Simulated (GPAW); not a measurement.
The system is MnO.

```
CELL_PARAMETERS angstrom
0.00000 2.22200 2.22200
2.22200 0.00000 2.22200
2.22200 2.22200 0.00000
ATOMIC_POSITIONS crystal
Mn 0.00000 0.00000 0.00000
O 0.50000 0.50000 0.50000
```

Base run:

```yaml
Program: GPAW 26.7.0
Functional: r2SCAN
Potentials_or_basis: GPAW PAW data sets (gpaw-data 1.2.1)
Cutoff: 800 eV
Basis: pw
k_mesh: 7 × 7 × 7
Occupations: fermi-dirac, width 0.05 eV
Spin: collinear spin, ferromagnetic start
Starting_moments: "[4.0, 0.0] μB"
Hubbard_terms: Mn d U = 6 eV
```

Its results: band gap on the k mesh 1.40 eV, indirect (least direct gap 3.29 eV); pressure 8.1 GPa; net moment 5.00 μB per cell; site moments Mn +4.61; O +0.11 μB.

Question: The run is repeated on the same cell with these changes: hubbard terms from Mn d U = 6 eV to Mn d U = 3 eV. What comes out?

Answer: Band gap on the k mesh 0.72 eV, indirect (least direct gap 3.23 eV); pressure 6.2 GPa; net moment 5.00 μB per cell; site moments Mn +4.54; O +0.15 μB.

Caveats: the PAW data sets were made with another functional, which shifts forces and pressure a little; an odd mesh through Γ misses points on the zone boundary, where band edges often lie; a cell with one magnetic atom can't hold antiferromagnetic order, which such compounds often take.
